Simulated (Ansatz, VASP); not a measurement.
Two plane-wave programs on HgSe

The input INCAR:

```
SYSTEM = HgSe
ALGO     = Normal         ! electronic algorithm
EDIFF    = 1E-6           ! SCF threshold, eV
EDIFFG   = -0.001         ! ionic threshold
ENCUT    = 600            ! plane-wave cutoff, eV
GGA      = PS             ! functional
IBRION   = 2              ! ionic algorithm
ISIF     = 3              ! what is computed and relaxed
ISMEAR   = -1             ! smearing method
LASPH    = .TRUE.         ! aspherical terms in the spheres
LCHARG   = .FALSE.        ! write CHGCAR
LREAL    = .FALSE.        ! projectors in reciprocal space
LWAVE    = .FALSE.        ! write WAVECAR
NELM     = 100            ! most SCF steps
NSW      = 80             ! ionic steps
PREC     = Accurate       ! precision mode
SIGMA    = 0.15           ! smearing width, eV
```

KPOINTS

```
k-points
0
G
  12 12 12
  0 0 0
```

Contents of POSCAR:

```
HgSe
1.0
    0.0000000000      3.0669769453      3.0669769453
    3.0669769453      0.0000000000      3.0669769453
    3.0669769453      3.0669769453      0.0000000000
Hg Se
1 1
Direct
    0.0000000000      0.0000000000      0.0000000000
    0.2500000000      0.2500000000      0.2500000000
```

Input for Ansatz:

```yaml
crystal:
  lattice:
    - [0.0, 3.0669769453, 3.0669769453]
    - [3.0669769453, 0.0, 3.0669769453]
    - [3.0669769453, 3.0669769453, 0.0]
  atoms:
    - { symbol: Hg, position: [0.0, 0.0, 0.0] }
    - { symbol: Se, position: [0.25, 0.25, 0.25] }
basis:
  ecutwfc: 420
kpoints:
  mp_grid: { grid: [12, 12, 12] }
hamiltonian:
  xc: pbesol
scf:
  occupations: { method: fermi_dirac, width: 0.15 }
output:
  forces: true
  stress: true
  eigenvalues: true
relax:
  adjacent_minimum: "off"
  f_tol: 0.001
  max_steps: 60
  cell: { stress_tol: 0.01 }
```

Alike in both runs: task relaxation of cell and atoms; functional PBEsol; k mesh 12 × 12 × 12; occupations fermi-dirac, width 0.15 eV; no spin polarisation.

```csv
,VASP,Ansatz
version,VASP 6.6.1,Ansatz 0.2.0
potentials or method,"VASP PAW PBE potentials, release 64 (Hg, Se)","scalar-relativistic, plane waves, PAW"
plane-wave cutoff (eV),600,420
valence electrons in the cell,18,36
```

```csv
,VASP,Ansatz,Ansatz less VASP
"gap on the k mesh at the Fermi level, each at its own relaxed structure (eV)",none,none,-
relaxed volume (Å³/atom),29.04,28.85,-0.191
relaxed cell length with the largest relative difference (Å),4.347,4.337,-0.0096
```

A gap of «none» marks a metal or a gap that the smearing closes. The two sets of potentials don't hold the same shells in valence.

Caveats: the PAW data sets were made with another functional, which shifts forces and pressure a little (VASP). The runs have no spin-orbit coupling, so splittings on Hg are missing. Zero-point motion and thermal expansion aren't in these numbers.
